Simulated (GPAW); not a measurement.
A calculation with GPAW 26.7.0 of CsPbCl3 (ASE script, structure typed inline):

The input run.py:

```python
from ase import Atoms
from ase.dft.bandgap import bandgap
from ase.io import write
from ase.units import Bohr, GPa
from gpaw import GPAW, PW
from gpaw.elf import elf_from_dft_calculation

atoms = Atoms(['Pb', 'Cs', 'Cl', 'Cl', 'Cl'],
              cell=[[5.605, 0.0, 0.0],
                    [0.0, 5.605, 0.0],
                    [0.0, 0.0, 5.605]],
              scaled_positions=[[0.5, 0.5, 0.5],
                                [0.0, 0.0, 0.0],
                                [0.5, 0.0, 0.5],
                                [0.0, 0.5, 0.5],
                                [0.5, 0.5, 0.0]],
              pbc=True)

calc = GPAW(mode=PW(600),
            xc='PBE',
            kpts={'size': (5, 5, 5), 'gamma': True},
            occupations={'name': 'fermi-dirac', 'width': 0.05},
            nbands=37,
            convergence={'density': 1e-05, 'energy': 1e-05},
            maxiter=150,
            txt='gpaw.txt')
atoms.calc = calc
energy = atoms.get_potential_energy()
forces = atoms.get_forces()
stress = atoms.get_stress()
calc.write('gs.gpw')
write('result.traj', atoms)
print(f'Energy: {energy:.6f} eV')
print('Forces (eV/A):')
print(forces.round(4))
print('Stress (GPa):', (stress / GPa).round(3))
print('Fermi level:', round(calc.get_fermi_level(), 4), 'eV')
print(f'Gap: {bandgap(calc)[0]:.4f} eV, direct: {bandgap(calc, direct=True)[0]:.4f} eV')

# fields on the real-space grid
write('density.cube', atoms, data=calc.get_pseudo_density() * Bohr**3)
write('potential.cube', atoms, data=calc.get_electrostatic_potential())
write('elf.cube', atoms, data=elf_from_dft_calculation(calc).data)
```

Potentials or basis: GPAW PAW data sets (gpaw-data 1.2.1), pw.

Launch:

```bash
$ OMP_NUM_THREADS=1 python run.py
```

Task: Write the same calculation in another form: cli, structure from a POSCAR.

Result: As run:

POSCAR

```
CsPbCl3
1.0
    5.6050000000      0.0000000000      0.0000000000
    0.0000000000      5.6050000000      0.0000000000
    0.0000000000      0.0000000000      5.6050000000
Pb Cs Cl
1 1 3
Direct
    0.5000000000      0.5000000000      0.5000000000
    0.0000000000      0.0000000000      0.0000000000
    0.5000000000      0.0000000000      0.5000000000
    0.0000000000      0.5000000000      0.5000000000
    0.5000000000      0.5000000000      0.0000000000
```

Potentials or basis: GPAW PAW data sets (gpaw-data 1.2.1), pw.

Run with:

```console
$ OMP_NUM_THREADS=1 gpaw run POSCAR -p 'mode=PW(600),xc=PBE,kpts={size:(5,5,5),gamma:True},occupations={name:fermi-dirac,width:0.05},nbands=37,convergence={density:1e-05,energy:1e-05},maxiter=150,txt=gpaw.txt' --properties efs -w gs.gpw
```

Both were run:

|  | ASE script, structure typed inline | cli, structure from a POSCAR |
| --- | --- | --- |
| Pressure | 1.6 GPa | 1.6 GPa |
| Band gap on the k mesh | 2.90 eV, direct | 2.90 eV, direct |

Keys that steer only the numerical path or the files written may differ.

Caveat: spin-orbit coupling is left out, which as a rule narrows the gap of such compounds by several tenths of an eV; an odd mesh through Γ misses points on the zone boundary, where band edges often lie.
